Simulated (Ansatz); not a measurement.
## 4-layer 2H-MoTe2 (2H stacking) in a perpendicular field

Aim: how the 4-layer 2H-MoTe2 (2H stacking) screens a field along its normal, and what the field does to its bands. A positive field points along +c.

Method: plane-wave DFT, PBE-D3(BJ), Ansatz PAW (set soft_1); PAW set soft_1, in Ansatz 0.2.0.

Report form: the programs' logs are mostly left out.

### Step 1. Set-up

The cell holds 12 atoms: 8 Te and 4 Mo. Its edges and angles: a = 3.550 Å, b = 3.550 Å, c = 80.996 Å, α = 90.0°, β = 90.0°, γ = 120.0°. Regions: layer 1: 2H-MoTe2, 3 atoms (2 Te and 1 Mo); layer 2: 2H-MoTe2, 3 atoms (2 Te and 1 Mo); layer 3: 2H-MoTe2, 3 atoms (2 Te and 1 Mo); layer 4: 2H-MoTe2, 3 atoms (2 Te and 1 Mo). Vacuum lies along c.

### Step 2. Relaxation

The starting cell is a guess, so the in-plane lattice and the atoms are relaxed first, with the slab cut off from its images along the normal.

input.yaml

```yaml
crystal:
  lattice:
    - [3.55, 0.0, 0.0]
    - [-1.775, 3.0743901834, 0.0]
    - [0.0, 0.0, 80.9964105232]
  atoms:
    - { symbol: Te, position: [0.3333333333, 0.6666666667, 0.3456943316] }
    - { symbol: Mo, position: [0.0, 0.0, 0.3689922939] }
    - { symbol: Te, position: [0.3333333333, 0.6666666667, 0.3922902561] }
    - { symbol: Te, position: [0.0, 0.0, 0.4330328024] }
    - { symbol: Mo, position: [0.3333333333, 0.6666666667, 0.4563307646] }
    - { symbol: Te, position: [0.0, 0.0, 0.4796287269] }
    - { symbol: Te, position: [0.3333333333, 0.6666666667, 0.5203712731] }
    - { symbol: Mo, position: [0.0, 0.0, 0.5436692354] }
    - { symbol: Te, position: [0.3333333333, 0.6666666667, 0.5669671976] }
    - { symbol: Te, position: [0.0, 0.0, 0.6077097439] }
    - { symbol: Mo, position: [0.3333333333, 0.6666666667, 0.6310077061] }
    - { symbol: Te, position: [0.0, 0.0, 0.6543056684] }
  periodic: [true, true, false]
kpoints:
  mp_grid: { grid: [12, 12, 1] }
hamiltonian:
  xc: pbe
  dispersion: d3bj
  pseudopotentials: { kind: paw, azcp: { folder: soft_1 } }
scf:
  occupations: { method: fermi_dirac, width: 0.05 }
  convergence: { dr2_threshold: 1.0e-09 }
relax:
  f_tol: 0.004
  max_steps: 90
  cell: {}
output:
  write_potential: true
  write_density: true
  volumetric_format: npy
```

On the command line:

```bash
$ ansatz run input.yaml --threads 4 --pin off --max-ram 12288MiB --backend cpu --events-out ev --progress --plain --runs-dir out
```

Run time: 4.6 min. Hardware: 4 threads of Intel Xeon Platinum 8488C (Sapphire Rapids), shared host; peak memory 2.9 GiB.

Relaxation path:

| step | energy less that of the first step (eV) | largest force component (eV/Å) | volume (Å³) |
| --- | --- | --- | --- |
| 1 | 0.0000 | 1.0784 | 884.00 |
| 2 | 0.3918 | 1.8862 | 855.39 |
| 3 | -0.4263 | 0.2604 | 853.56 |
| 4 | -0.4510 | 0.0988 | 859.83 |
| 5 | -0.4686 | 0.0180 | 856.30 |
| 6 | -0.4418 | 0.2145 | 857.04 |
| 7 | -0.4715 | 0.0113 | 858.11 |
| 8 | -0.4720 | 0.0038 | 858.66 |
| 9 | -0.4721 | 0.0013 | 858.62 |
| 10* | -0.4703 | 0.0015 | 858.62 |

Relaxation steps marked * repeat the geometry before them on a plane-wave basis chosen anew for their cell, so energy and pressure can jump there. Relaxation steps 2, 6 were tried and not accepted.

Forces are held to the 12 operations that the run works with; a distortion that breaks them can't arise in this run.

| cell as run | before | after | change |
| --- | --- | --- | --- |
| a (Å) | 3.550 | 3.499 | -1.4 % |
| b (Å) | 3.550 | 3.499 | -1.4 % |

The atoms that moved most (Å, along periodic axes as changes of fractional coordinates times the final cell, across vacuum about the mean position):

| atom | dx | dy | dz | length |
| --- | --- | --- | --- | --- |
| Te1 | 0.000 | 0.000 | 0.405 | 0.405 |
| Te12 | 0.000 | 0.000 | -0.405 | 0.405 |
| Mo11 | 0.000 | 0.000 | -0.335 | 0.335 |
| Mo2 | 0.000 | 0.000 | 0.335 | 0.335 |
| Te10 | 0.000 | 0.000 | -0.267 | 0.267 |
| Te3 | 0.000 | 0.000 | 0.267 | 0.267 |
| Te4 | 0.000 | 0.000 | 0.184 | 0.184 |
| Te9 | 0.000 | 0.000 | -0.184 | 0.184 |

The lattice constant a goes from 3.550 to 3.499 Å.

### Step 3. Single point, field 0

A sawtooth potential applies the field, turning back in the middle of the vacuum. With the dipole correction the typed value is the field outside the slab. The induced dipole is small, so the SCF threshold is tight.

The cell differs from the one that the last finished run ended in (c 80.996 → 42.186 Å).

input.yaml

```yaml
crystal:
  lattice:
    - [3.4986606463, 0.0, 0.0]
    - [-1.7493303232, 3.0299289989, 0.0]
    - [0.0, 0.0, 42.1860589958]
  atoms:
    - { symbol: Te, position: [0.3333333333, 0.6666666667, 0.2133406204] }
    - { symbol: Mo, position: [0.0, 0.0, 0.2564076188] }
    - { symbol: Te, position: [0.3333333333, 0.6666666667, 0.2995223112] }
    - { symbol: Te, position: [0.0, 0.0, 0.3757953586] }
    - { symbol: Mo, position: [0.3333333333, 0.6666666667, 0.418850021] }
    - { symbol: Te, position: [0.0, 0.0, 0.4619067288] }
    - { symbol: Te, position: [0.3333333333, 0.6666666667, 0.5380932712] }
    - { symbol: Mo, position: [0.0, 0.0, 0.581149979] }
    - { symbol: Te, position: [0.3333333333, 0.6666666667, 0.6242046414] }
    - { symbol: Te, position: [0.0, 0.0, 0.7004776888] }
    - { symbol: Mo, position: [0.3333333333, 0.6666666667, 0.7435923812] }
    - { symbol: Te, position: [0.0, 0.0, 0.7866593796] }
kpoints:
  mp_grid: { grid: [18, 18, 1] }
  band_path:
    path: [[0, 0, 0], [0.5, 0, 0], [0.33333333, 0.33333333, 0], [0, 0, 0]]
    npoints: 16
hamiltonian:
  xc: pbe
  dispersion: d3bj
  pseudopotentials: { kind: paw, azcp: { folder: soft_1 } }
scf:
  occupations: { method: fermi_dirac, width: 0.02585 }
  convergence: { dr2_threshold: 1.0e-10 }
efield:
  axis: 3
  dipole_correction: true
  ramp_position: 0.97
  ramp_width: 0.06
  amplitude: 0
output:
  dos: { projected: true, e_range: [-6, 5] }
  write_potential: true
  write_density: true
  volumetric_format: npy
  elf: true
```

It took 83 s on 4 threads; peak memory 2.7 GiB.

This step gave:

- dipole along the normal: -2.39e-6 e·Å
- gap along the path: 0.6831 eV
- smallest direct gap along the path: 1.103 eV
- ionisation energy, upper face: 4.634 eV
- electron affinity, upper face: 3.951 eV
- gap, the smaller of path and mesh: 0.6831 eV

Running mean over a fixed 2.8 Å (it still follows the layers) of the planar mean; the ramp of the sawtooth is left out. Table of electron's electrostatic potential energy less the Fermi level by z:

z (Å), electron's electrostatic potential energy less the Fermi level (eV) and a bar from the least value:
```
        4       4.30 ##############################
        5       4.29 ##############################
        6       4.20 ##############################
        7       2.71 ##########################
        8      -1.47 #################
        9      -5.42 ########
       10      -9.19 
       11      -8.97 #
       12      -8.59 #
       13      -4.06 ###########
       14      -2.06 ################
       15      -2.66 ###############
       16      -6.21 #######
       17      -9.19 
       18      -9.01 
       19      -7.99 ###
       20      -3.64 ############
       21      -2.11 ################
       22      -3.11 ##############
       23      -7.04 #####
       24      -9.10 
       25      -9.08 
       26      -7.21 ####
       27      -3.20 #############
       28      -2.09 ################
       29      -3.53 #############
       30      -7.80 ###
       31      -9.00 
       32      -9.14 
       33      -6.38 ######
       34      -2.29 ###############
       35       1.95 #########################
       36       4.13 ##############################
       37       4.29 ##############################
       38       4.30 ##############################
```

The density of states has structure finer than the step of the table below, so its rows give means over 0.25 eV, whole bins alone (the curve runs from -6 to 2.33 eV). Peaks (eV: height): -4.020: 26.6, -3.770: 25.3, -3.600: 20.8, -2.330: 18.6, -1.780: 26.6, 1.250: 30.5, 1.360: 23.8.

Table of density of states by energy, zero at the Fermi level of the run, which the smearing sets inside the gap; means over each step:

| energy (eV) | density of states (states/eV a cell) |
| --- | --- |
| -5.75 | 4.79 |
| -5.50 | 6.96 |
| -5.25 | 15.0 |
| -5.00 | 9.91 |
| -4.75 | 6.40 |
| -4.50 | 4.94 |
| -4.25 | 6.65 |
| -4.00 | 11.1 |
| -3.75 | 12.2 |
| -3.50 | 9.78 |
| -3.25 | 9.00 |
| -3.00 | 11.7 |
| -2.75 | 10.2 |
| -2.50 | 8.41 |
| -2.25 | 15.5 |
| -2.00 | 15.0 |
| -1.75 | 15.2 |
| -1.50 | 13.6 |
| -1.25 | 7.79 |
| -1.00 | 12.9 |
| -0.75 | 10.9 |
| -0.50 | 3.04 |
| -0.25 | 0.319 |
| 0.00 | 0 |
| 0.25 | 0.0920 |
| 0.50 | 2.29 |
| 0.75 | 9.09 |
| 1.00 | 14.0 |
| 1.25 | 19.8 |
| 1.50 | 12.3 |
| 1.75 | 11.6 |
| 2.00 | 11.1 |

Projected DOS per atom over height of the atomic layer and energy from the Fermi level. Layers: Te Mo Te Te Mo Te Te Mo Te Te Mo Te from below.

Ten even steps from '_' (0.00 states/eV) to '@' (2.68 states/eV), each cell a mean:
```
..::::::--::::--::::::..
::++::::++::::++::::++::
--@@::::%%::::%%::::@@--
::@@....@@....@@....@@::
__--____==____==____--__
________________________
________________________
__..____..____..____..__
::**::::**::::**::::**::
::++....==....==....++::
--**----**----**----**--
==++----**----**----++==
::==----==----==----==::
::==::::==::::==::::==::
----::::--::::--::::----
----::------------::----
--------::----::--------
......::::::::::::......
::....................::
==--==--::----::--==--==
::::----::----::----::::
..__................__..
```
Columns: height of the atomic layer (Å) from 9 to 33.2 (not evenly spaced); rows upwards: energy from the Fermi level (eV) from -5.96 to 2.32.

Electronic bands along the path, in eV, zero at the Fermi level of the run, which the smearing sets inside the gap:

| point | band 89 | band 90 | band 91 | band 92 | band 93 | band 94 | band 95 | band 96 |
| --- | --- | --- | --- | --- | --- | --- | --- | --- |
| Γ | -1.34 | -0.44 | -0.37 | -0.34 | 2.55 | 2.55 | 2.58 | 2.58 |
| halfway | -1.44 | -1.30 | -1.28 | -1.24 | 0.85 | 0.97 | 1.14 | 1.31 |
| M | -0.94 | -0.83 | -0.70 | -0.62 | 0.94 | 0.96 | 0.99 | 1.00 |
| halfway | -0.88 | -0.79 | -0.69 | -0.62 | 0.86 | 0.92 | 0.97 | 1.00 |
| K | -0.69 | -0.62 | -0.52 | -0.44 | 0.66 | 0.66 | 0.68 | 0.68 |
| halfway | -1.17 | -1.10 | -1.05 | -1.02 | 0.45 | 0.62 | 0.84 | 1.08 |
| Γ | -1.34 | -0.44 | -0.37 | -0.34 | 2.55 | 2.55 | 2.58 | 2.58 |

Valence density in the ca plane at fractional y = 0.667, with atoms of Te and Mo within 0.2 Å of it. It is the smooth field of the valence electrons, not physical close to the nuclei.

Values in units of 1e0 e/Å³, 5 rows by 16 columns, each cell a mean:
```
0.0 0.0 0.0 0.0 0.0 0.0 0.1 0.2 0.3 0.4 0.2 0.1 0.1 0.3 0.4 0.2
0.0 0.0 0.0 0.0 0.0 0.0 0.2 0.4 0.3 0.3 0.4 0.3 0.1 0.2 0.4 0.4
0.0 0.0 0.0 0.0 0.0 0.1 1.4 5.3 0.4 0.3 3.8 2.9 0.1 0.1 0.3 2.8
0.0 0.0 0.0 0.0 0.0 0.1 2.3 9.3 0.5 0.3 6.7 5.1 0.2 0.1 0.2 4.0
0.0 0.0 0.0 0.0 0.0 0.0 0.4 1.0 0.3 0.3 0.8 0.7 0.1 0.2 0.3 0.9
```
Columns run along c (16.0 Å, from fractional 0.05 to 0.42 of the cell), rows up along a (3.5 Å). Atoms in or near the plane, at fractional coordinates: Te at (0.21, 0.33), Te at (0.30, 0.33), Mo at (0.42, 0.33).

Electrostatic potential energy in the ca plane at fractional y = 0.667, with atoms of Te and Mo within 0.2 Å of it. With pseudopotentials it is smooth inside the atoms' cores, unlike the true potential.

Ten even steps from '0' (-28 eV) to '9' (11 eV), each cell a mean:
```
99999999999999999998888766788889999987567888
99999999999999999999998766789999999987557899
99999999999999999988888877788888999987677888
99999999999999999852247888875224799998888752
99999999999999998513404899850341489999998500
99999999999999998339942799832994289999997300
99999999999999998427822799831882289999998300
99999999999999999720016888862001689999888620
99999999999999999876578887887657899998778876
```
Columns run along c (16.0 Å, from fractional 0.05 to 0.42 of the cell; values clipped at the 3rd and 97th percentile), rows up along a (3.5 Å). Atoms in or near the plane, at fractional coordinates: Te at (0.21, 0.33), Te at (0.30, 0.33), Mo at (0.42, 0.33).

ELF in the ca plane at fractional y = 0.667, with atoms of Te and Mo within 0.2 Å of it. It is the smooth field of the valence electrons, not physical close to the nuclei.

Ten even steps from '0' (0.00) to '9' (0.84), each cell a mean:
```
00000000000000001234442222224443211477656643
00000000000000000112332123113322101577656643
00000000000000124566664222246665421367666532
00000000000002478875556422466556751135565334
00000000000024799742135532553114783012343378
00000000000125899720014532442002685000222485
00000000000025899730024532542002684001232477
00000000000013689864346522464335772113454357
00000000000001247776666322356666731256666422
```
Columns run along c (16.0 Å, from fractional 0.05 to 0.42 of the cell), rows up along a (3.5 Å). Atoms in or near the plane, at fractional coordinates: Te at (0.21, 0.33), Te at (0.30, 0.33), Mo at (0.42, 0.33).

The gap is 0.68 eV, with the valence edge 4.63 eV and the conduction edge 3.95 eV under the upper vacuum level. Spin-orbit coupling, left out in this run, matters for the bands of elements this heavy.

### Step 4. Single point, field 0.1 V/Å

Changes to input.yaml since step 3:

```diff
@@ -35,5 +35,4 @@
   ramp_width: 0.06
-  amplitude: 0
+  amplitude: 0.1
 output:
-  dos: { projected: true, e_range: [-6, 5] }
   write_potential: true
@@ -41,2 +40 @@
   volumetric_format: npy
-  elf: true
```

Wall time 84 s (4 threads); peak memory 2.4 GiB.

The dipole is 0.148 e·Å, and the gap 0.644 eV.

### Step 5. Single point, field -0.1 V/Å

Changes to input.yaml since step 4:

```diff
@@ -35,3 +35,3 @@
   ramp_width: 0.06
-  amplitude: 0.1
+  amplitude: -0.1
 output:
```

The job ended after 84 s (4 threads; peak memory 2.5 GiB).

The dipole is -0.148 e·Å, and the gap 0.644 eV.

### Step 6. Atoms held, field 0.2 V/Å

Changes to input.yaml since step 5:

```diff
@@ -35,3 +35,3 @@
   ramp_width: 0.06
-  amplitude: -0.1
+  amplitude: 0.2
 output:
```

The job ended after 85 s (4 threads; peak memory 2.5 GiB).

The dipole is 0.296 e·Å, and the gap 0.565 eV.

### Step 7. Atoms held, field 0.3 V/Å

Changes to input.yaml since step 6:

```diff
@@ -35,3 +35,3 @@
   ramp_width: 0.06
-  amplitude: 0.2
+  amplitude: 0.3
 output:
```

Elapsed: 86 s, on 4 threads; peak memory 2.5 GiB.

The dipole is 0.444 e·Å, and the gap 0.467 eV.

### Step 8. Response, atoms held

This step: plane-wave DFT, PBE-D3(BJ), Ansatz PAW (set soft_1); response to a field along the normal, atoms held; PAW set soft_1 (Ansatz 0.2.0).

The dipoles give the slope, and the difference of two potentials shows where the field is screened.

Numbers from this step:

| Property | Result |
| --- | --- |
| equivalent conductor thickness p/(ε₀AE) | 25.28 Å |
| distance between the outer atoms | 24.19 Å |

Table of dipole of the cell by applied field:

| applied field (V/Å) | dipole of the cell (e·Å) |
| --- | --- |
| -0.100 | -0.148 |
| 0.000 | -2.4e-6 |
| 0.100 | 0.148 |
| 0.200 | 0.296 |
| 0.300 | 0.444 |

Local field over the applied field, running mean. From the potentials at -0.1 and 0.1 V/Å; running mean over 2.8 Å. Table of local field over applied field by z:

| z (Å) | local field over applied field |
| --- | --- |
| 5 | 0.988 |
| 6 | 0.922 |
| 7 | 0.695 |
| 8 | 0.378 |
| 9 | 0.117 |
| 10 | 0.0367 |
| 11 | 0.0250 |
| 12 | 0.0407 |
| 13 | 0.101 |
| 14 | 0.155 |
| 15 | 0.135 |
| 16 | 0.0627 |
| 17 | 0.0268 |
| 18 | 0.0229 |
| 19 | 0.0444 |
| 20 | 0.112 |
| 21 | 0.156 |
| 22 | 0.125 |
| 23 | 0.0530 |
| 24 | 0.0246 |
| 25 | 0.0242 |
| 26 | 0.0519 |
| 27 | 0.124 |
| 28 | 0.157 |
| 29 | 0.115 |
| 30 | 0.0469 |
| 31 | 0.0263 |
| 32 | 0.0318 |
| 33 | 0.0893 |
| 34 | 0.320 |
| 35 | 0.638 |
| 36 | 0.894 |
| 37 | 0.982 |

Electrons, planar mean, per unit field. The induced electron density by z:

| z (Å) | induced electron density (e/Å³ per V/Å) |
| --- | --- |
| 5 | 4.8e-5 |
| 6 | 3.4e-4 |
| 7 | 0.00182 |
| 8 | 0.00288 |
| 9 | 8.2e-4 |
| 10 | -4.2e-4 |
| 11 | 2.7e-4 |
| 12 | -3.5e-5 |
| 13 | -6.2e-4 |
| 14 | -6.7e-4 |
| 15 | 9.6e-4 |
| 16 | 4.1e-4 |
| 17 | -2.6e-4 |
| 18 | 1.3e-4 |
| 19 | -6.7e-5 |
| 20 | -5.9e-4 |
| 21 | -2.7e-4 |
| 22 | 7.4e-4 |
| 23 | 1.7e-4 |
| 24 | -1.6e-4 |
| 25 | 1.6e-4 |
| 26 | -1.6e-4 |
| 27 | -7.0e-4 |
| 28 | 1.7e-4 |
| 29 | 5.8e-4 |
| 30 | 8.9e-5 |
| 31 | -1.7e-4 |
| 32 | 4.7e-4 |
| 33 | -5.0e-4 |
| 34 | -0.00201 |
| 35 | -0.00232 |
| 36 | -4.7e-4 |
| 37 | -7.0e-5 |

The smaller of the gaps on the path and on the k-mesh, counted as 0 under 0.03 eV. Table of gap by applied field:

| applied field (V/Å) | gap (eV) |
| --- | --- |
| -0.100 | 0.644 |
| 0.000 | 0.683 |
| 0.100 | 0.644 |
| 0.200 | 0.565 |
| 0.300 | 0.467 |

By hand: between -0.1 and 0.1 V/Å the dipole changes by 0.2962 e·Å, a slope of 1.481 e·Å²/V. A perfect conductor of thickness t has p = ε₀AEt, so t = 180.95 × 1.481 / 10.601 = 25.28 Å (e/ε₀ = 180.95 V·Å, A in Å²).

The induced dipole is that of a conductor 25.28 Å thick.

### Step 9. Outcome

```
gap without field                          : 0.683 eV
ionisation energy, upper face              : 4.63 eV
electron affinity, upper face              : 3.95 eV
equivalent conductor thickness, atoms held : 25.3 Å
```

**Reading.** The induced dipole equals that of a perfect conductor 25.28 Å thick, while the outer atoms lie 24.19 Å apart; an out-of-plane ε follows only once a thickness t is chosen, by 1 − 1/ε = 25.28 Å / t. The gap goes from 0.68 eV to 0.47 eV at 0.3 V/Å. Semilocal functionals give gaps that are too small, and excitons are not included. Spin-orbit coupling is left out, which matters for the bands of elements this heavy.

[Logs are printed without paths, hosts, clocks, repeated set-up lines and the standing remarks that a program may print on its own settings, such as how far it seeks lower states.]

[Hosts, paths, dates, database ids (printed as entryN), source tags and the programs' standing remarks are cut or masked in the printed files.]

[Maps of the electrostatic potential energy from Ansatz leave out the sawtooth potential of an applied field or a dipole correction, so their vacuum need not be flat; planar profiles and work functions include it.]

[The density of states shown here was stored with 400 of the rows of the run's finer table, so its peaks can read low, often by over a quarter, or be missed, and its means over a window can be off by a tenth or more.]
